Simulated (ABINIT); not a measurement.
The system is SrO.

```
CELL_PARAMETERS angstrom
0.00000 2.56630 2.56630
2.56630 0.00000 2.56630
2.56630 2.56630 0.00000
ATOMIC_POSITIONS crystal
Sr 0.50000 0.50000 0.50000
O 0.00000 0.00000 0.00000
```

Program: ABINIT 10.8.3 (patched build). Alike in all runs: potentials or basis JTH PAW PBE v2.0; cell as given; k mesh 9 × 9 × 9; cutoff (eV) 626; smearing fermi-dirac 0.05 eV.

Task: Order these runs on this cell by their pressure, lowest first.
A. level SOGGA; spin off
B. level PBE; spin off
C. level rPW86PBE; spin SOC, no magnetisation

Result: A (-1.2 GPa), B (3.0 GPa), C (5.5 GPa).

Caveats: the PAW data sets were made with another functional, which shifts forces and pressure a little (some runs).
